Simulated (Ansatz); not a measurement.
**MgH₂, before and after**

The cell of MgH₂ is invented: 3-, 6-connected net, the two elements on its two kinds of vertex (C222_1, No. 20). Lengths were set from tabulated atomic sizes, so they are only a guess.

start.cif

```cif
data_structure
_symmetry_space_group_name_H-M 'C222_1'
_symmetry_Int_Tables_number 20
_cell_length_a 4.4959
_cell_length_b 4.6112
_cell_length_c 4.8471
_cell_angle_alpha 90.000
_cell_angle_beta 90.000
_cell_angle_gamma 90.000
_cell_volume 100.49
loop_
_atom_site_label
_atom_site_type_symbol
_atom_site_symmetry_multiplicity
_atom_site_Wyckoff_symbol
_atom_site_fract_x
_atom_site_fract_y
_atom_site_fract_z
_atom_site_occupancy
Mg1 Mg 4 a 0.09617 0.00000 0.00000 1
H1 H 8 c 0.23570 0.82845 0.66924 1
```

Method: DFT PBE, scalar-relativistic, plane waves, PAW (Ansatz). Cutoff 420 eV, Gaussian smearing, Γ-centred meshes. Cell and atoms relax first on a coarse mesh and then on a converged one. In between, the cell is made exact in the group found at 0.06 Å. The steps can't lower the symmetry of their start. No spin polarisation.

end.cif

```cif
data_structure
_symmetry_space_group_name_H-M 'C222_1'
_symmetry_Int_Tables_number 20
_cell_length_a 4.6081
_cell_length_b 4.6091
_cell_length_c 6.4476
_cell_angle_alpha 90.000
_cell_angle_beta 90.000
_cell_angle_gamma 90.000
_cell_volume 136.94
loop_
_atom_site_label
_atom_site_type_symbol
_atom_site_symmetry_multiplicity
_atom_site_Wyckoff_symbol
_atom_site_fract_x
_atom_site_fract_y
_atom_site_fract_z
_atom_site_occupancy
Mg1 Mg 4 b 0.50000 0.50194 0.75000 1
H1 H 8 c 0.74911 0.74915 0.39146 1
```

The symmetry stays C222_1 (No. 20). The volume per atom grows by 36.3 %, from 8.4 to 11.4 Å³. The shortest distance goes from 1.88 Å (Mg–H) to 1.87 Å (Mg–H). The energy falls by about 0.11 eV/atom (the start's value is from the coarse mesh). The end is written in a standard setting, so origin, axes and order of atoms can differ from the start's.

For MgH₂, the volume per atom is 11.41 Å³. The density is 1.28 g/cm³. The formation energy is −0.042 eV/atom. The gap on the 8×8×6 mesh of the 6-atom cell is 1.92 eV.

Formation energies are uncorrected and refer to the elements' standard structures at the same level (H₂ as a molecule). A negative formation energy is needed for stability but isn't enough: competing phases decide.

The last run used Gaussian smearing of 0.02 eV. Kohn–Sham gaps at this level usually fall short of measured ones. With hydrogen, zero-point motion can shift formation energies by some tens of meV/atom. A structure relaxed within its symmetry needn't be a true minimum. In all, the 3 runs took 6.5 min on 1 thread of Intel(R) Xeon(R) Processor @ 2.50GHz (Skylake/Cascade Lake), on a shared host.
